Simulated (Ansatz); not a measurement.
Born–Oppenheimer molecular dynamics of a periodic cell of 16 atoms, WC (start crystal WC, start structure P-6m2, volume 1.1 times the crystal's). It starts from a structure without forces on its atoms.

These are results of DFT PBE-D3(BJ), scalar-relativistic, plane waves, PAW (Ansatz), not measurements. Settings: PAW set soft_1, cutoff 420 eV, k mesh 2x2x2, fermi-dirac smearing 0.24 eV, no spin polarisation.

```
ensemble        : NVT, Langevin thermostat
time step       : 0.75 fs
steps asked     : 190
set temperature : 5600 K
friction        : 0.5 /fs
seed            : 298307
```

Frames 0.75 fs apart, positions in Å.

Velocities at 112.5 fs (Å/ps):

```
W 2.73 3.63 1.91
C -27.54 4.68 12.62
W -1.35 -2.71 2.40
C 39.71 -0.77 0.41
W -3.06 -5.38 0.38
C -18.50 6.38 -25.39
W 1.84 5.24 11.38
C -36.98 9.80 17.95
W -0.39 6.16 1.28
C 41.27 15.37 26.90
W -6.29 4.71 -2.70
C 7.82 17.62 15.98
W -1.24 3.95 7.25
C -10.25 16.27 -0.84
W -4.49 1.03 -1.81
C 13.53 12.22 0.33
```

```xyz
16
Lattice="-2.9892 -5.1774 0.0000 4.4838 -2.5887 0.0000 0.0000 0.0000 5.8493" Properties=species:S:1:pos:R:3 time_fs=112.5 energy_less_start_eV=5.598 T=4838
W 0.179 -5.348 0.179
C 1.549 -4.375 1.152
W 0.103 -5.021 2.930
C 1.292 -4.258 4.620
W -1.411 -2.561 -0.026
C 0.084 -1.586 1.535
W -1.624 -2.498 2.861
C -0.005 -1.515 4.563
W 1.626 -2.576 0.058
C 2.832 -1.916 1.761
W 1.440 -2.586 3.014
C 3.020 -1.885 4.351
W 0.044 0.003 0.056
C -1.237 -4.110 1.569
W 0.045 -0.054 2.875
C -1.682 -4.228 4.151
16
Lattice="-2.9892 -5.1774 0.0000 4.4838 -2.5887 0.0000 0.0000 0.0000 5.8493" Properties=species:S:1:pos:R:3 time_fs=113.25 energy_less_start_eV=5.450 T=5191
W 0.181 -5.348 0.179
C 1.538 -4.375 1.151
W 0.102 -5.022 2.932
C 1.313 -4.266 4.616
W -1.414 -2.564 -0.025
C 0.060 -1.590 1.512
W -1.622 -2.497 2.870
C -0.024 -1.519 4.574
W 1.625 -2.575 0.058
C 2.850 -1.903 1.782
W 1.437 -2.587 3.012
C 3.021 -1.879 4.365
W 0.042 0.007 0.061
C -1.250 -4.101 1.560
W 0.044 -0.053 2.876
C -1.671 -4.214 4.149
16
Lattice="-2.9892 -5.1774 0.0000 4.4838 -2.5887 0.0000 0.0000 0.0000 5.8493" Properties=species:S:1:pos:R:3 time_fs=114 energy_less_start_eV=5.319 T=6811
W 0.185 -5.351 0.177
C 1.540 -4.386 1.139
W 0.103 -5.023 2.933
C 1.337 -4.276 4.613
W -1.417 -2.564 -0.023
C 0.026 -1.595 1.486
W -1.620 -2.498 2.881
C -0.035 -1.533 4.578
W 1.624 -2.579 0.058
C 2.852 -1.892 1.790
W 1.435 -2.590 3.013
C 3.011 -1.878 4.372
W 0.037 0.012 0.066
C -1.279 -4.097 1.535
W 0.044 -0.051 2.879
C -1.654 -4.200 4.142
16
Lattice="-2.9892 -5.1774 0.0000 4.4838 -2.5887 0.0000 0.0000 0.0000 5.8493" Properties=species:S:1:pos:R:3 time_fs=114.75 energy_less_start_eV=5.249 T=4854
W 0.191 -5.355 0.175
C 1.539 -4.396 1.132
W 0.103 -5.024 2.933
C 1.366 -4.268 4.611
W -1.419 -2.563 -0.020
C 0.005 -1.587 1.466
W -1.618 -2.498 2.888
C -0.041 -1.535 4.572
W 1.624 -2.584 0.058
C 2.850 -1.895 1.781
W 1.434 -2.589 3.015
C 3.006 -1.879 4.369
W 0.032 0.015 0.070
C -1.308 -4.097 1.500
W 0.041 -0.049 2.884
C -1.633 -4.190 4.136
16
Lattice="-2.9892 -5.1774 0.0000 4.4838 -2.5887 0.0000 0.0000 0.0000 5.8493" Properties=species:S:1:pos:R:3 time_fs=115.5 energy_less_start_eV=5.209 T=6570
W 0.196 -5.358 0.176
C 1.538 -4.396 1.119
W 0.102 -5.030 2.932
C 1.386 -4.249 4.598
W -1.423 -2.560 -0.015
C -0.004 -1.573 1.457
W -1.615 -2.498 2.889
C -0.033 -1.533 4.556
W 1.628 -2.589 0.057
C 2.850 -1.906 1.768
W 1.431 -2.588 3.015
C 3.011 -1.884 4.372
W 0.028 0.021 0.075
C -1.325 -4.107 1.460
W 0.036 -0.048 2.887
C -1.610 -4.191 4.137
16
Lattice="-2.9892 -5.1774 0.0000 4.4838 -2.5887 0.0000 0.0000 0.0000 5.8493" Properties=species:S:1:pos:R:3 time_fs=116.25 energy_less_start_eV=5.123 T=6224
W 0.199 -5.363 0.180
C 1.539 -4.386 1.105
W 0.102 -5.040 2.930
C 1.397 -4.234 4.571
W -1.427 -2.555 -0.012
C -0.001 -1.561 1.461
W -1.614 -2.497 2.888
C -0.023 -1.535 4.526
W 1.632 -2.594 0.056
C 2.847 -1.909 1.753
W 1.430 -2.589 3.015
C 3.022 -1.891 4.378
W 0.028 0.029 0.077
C -1.338 -4.134 1.423
W 0.033 -0.047 2.889
C -1.594 -4.206 4.133
16
Lattice="-2.9892 -5.1774 0.0000 4.4838 -2.5887 0.0000 0.0000 0.0000 5.8493" Properties=species:S:1:pos:R:3 time_fs=117 energy_less_start_eV=5.058 T=5524
W 0.198 -5.366 0.184
C 1.539 -4.372 1.098
W 0.103 -5.051 2.926
C 1.400 -4.224 4.551
W -1.432 -2.551 -0.011
C 0.016 -1.550 1.468
W -1.613 -2.498 2.887
C -0.030 -1.531 4.491
W 1.635 -2.594 0.053
C 2.844 -1.905 1.734
W 1.429 -2.591 3.015
C 3.042 -1.896 4.386
W 0.031 0.033 0.073
C -1.346 -4.162 1.398
W 0.031 -0.048 2.893
C -1.597 -4.211 4.127
16
Lattice="-2.9892 -5.1774 0.0000 4.4838 -2.5887 0.0000 0.0000 0.0000 5.8493" Properties=species:S:1:pos:R:3 time_fs=117.75 energy_less_start_eV=4.986 T=8919
W 0.197 -5.367 0.188
C 1.545 -4.354 1.097
W 0.102 -5.066 2.924
C 1.402 -4.220 4.550
W -1.438 -2.547 -0.012
C 0.041 -1.538 1.475
W -1.611 -2.498 2.887
C -0.043 -1.526 4.452
W 1.636 -2.592 0.054
C 2.836 -1.892 1.716
W 1.425 -2.591 3.014
C 3.058 -1.907 4.394
W 0.033 0.032 0.067
C -1.361 -4.189 1.376
W 0.029 -0.049 2.899
C -1.599 -4.208 4.128
16
Lattice="-2.9892 -5.1774 0.0000 4.4838 -2.5887 0.0000 0.0000 0.0000 5.8493" Properties=species:S:1:pos:R:3 time_fs=118.5 energy_less_start_eV=4.954 T=8407
W 0.198 -5.365 0.191
C 1.549 -4.339 1.105
W 0.102 -5.080 2.923
C 1.419 -4.216 4.543
W -1.447 -2.543 -0.013
C 0.070 -1.518 1.482
W -1.608 -2.497 2.889
C -0.058 -1.521 4.418
W 1.636 -2.593 0.056
C 2.820 -1.871 1.699
W 1.419 -2.591 3.011
C 3.061 -1.925 4.406
W 0.035 0.030 0.064
C -1.380 -4.226 1.355
W 0.025 -0.048 2.909
C -1.588 -4.203 4.125
16
Lattice="-2.9892 -5.1774 0.0000 4.4838 -2.5887 0.0000 0.0000 0.0000 5.8493" Properties=species:S:1:pos:R:3 time_fs=119.25 energy_less_start_eV=4.965 T=7095
W 0.200 -5.364 0.193
C 1.557 -4.339 1.120
W 0.105 -5.089 2.922
C 1.435 -4.215 4.524
W -1.457 -2.539 -0.013
C 0.096 -1.500 1.486
W -1.606 -2.494 2.892
C -0.070 -1.510 4.392
W 1.639 -2.593 0.059
C 2.804 -1.848 1.680
W 1.416 -2.591 3.008
C 3.058 -1.930 4.422
W 0.039 0.029 0.063
C -1.396 -4.264 1.348
W 0.020 -0.048 2.917
C -1.571 -4.206 4.100
16
Lattice="-2.9892 -5.1774 0.0000 4.4838 -2.5887 0.0000 0.0000 0.0000 5.8493" Properties=species:S:1:pos:R:3 time_fs=120 energy_less_start_eV=5.031 T=7088
W 0.201 -5.365 0.192
C 1.570 -4.331 1.139
W 0.108 -5.094 2.921
C 1.439 -4.207 4.508
W -1.466 -2.536 -0.013
C 0.135 -1.492 1.486
W -1.607 -2.491 2.894
C -0.070 -1.496 4.364
W 1.645 -2.591 0.061
C 2.795 -1.823 1.662
W 1.414 -2.590 3.003
C 3.064 -1.928 4.437
W 0.044 0.026 0.061
C -1.415 -4.289 1.356
W 0.014 -0.049 2.923
C -1.560 -4.212 4.063
16
Lattice="-2.9892 -5.1774 0.0000 4.4838 -2.5887 0.0000 0.0000 0.0000 5.8493" Properties=species:S:1:pos:R:3 time_fs=120.75 energy_less_start_eV=5.141 T=6581
W 0.198 -5.364 0.191
C 1.585 -4.316 1.151
W 0.110 -5.095 2.920
C 1.439 -4.200 4.497
W -1.472 -2.536 -0.011
C 0.173 -1.488 1.488
W -1.608 -2.490 2.894
C -0.070 -1.479 4.339
W 1.651 -2.589 0.064
C 2.801 -1.802 1.656
W 1.415 -2.593 2.998
C 3.069 -1.925 4.449
W 0.051 0.018 0.058
C -1.413 -4.303 1.374
W 0.008 -0.049 2.929
C -1.568 -4.214 4.035
```

Of the whole run (142 fs, mean temperature of the second half 5706 K): A run of 0.14 ps of so small a system gives no equilibrium averages. The friction is so strong that the motion is overdamped, so the time scale means little. Limits of this set-up: coarse k mesh.

Time of the run: 15 min on 1 thread of Arm Neoverse V2, with other jobs on the host, peak memory 0.6 GiB.
